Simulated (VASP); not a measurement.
BP:

```
CELL_PARAMETERS angstrom
0.00000 2.26055 2.26055
2.26055 0.00000 2.26055
2.26055 2.26055 0.00000
ATOMIC_POSITIONS crystal
B 0.00000 0.00000 0.00000
P 0.25000 0.25000 0.25000
```

Base run:

- Program: VASP 6.6.1
- Functional: PBE
- Potentials or basis: VASP PAW PBE potentials, release 64 (B, P)
- Cutoff: 520 eV
- k mesh: 10 × 10 × 10
- Occupations: gaussian, width 0.03 eV
- Spin: no spin polarisation

Its results: band gap on the k mesh 1.22 eV, indirect (least direct gap 3.42 eV); pressure 2.8 GPa.

Problem. The run is repeated on the same cell with these changes: functional from PBE to LDA; potentials or basis from VASP PAW PBE potentials, release 64 (B, P) to VASP PAW LDA potentials, release 64 (B, P). What comes out?

Solution. Band gap on the k mesh 1.17 eV, indirect (least direct gap 3.40 eV); pressure -3.6 GPa.
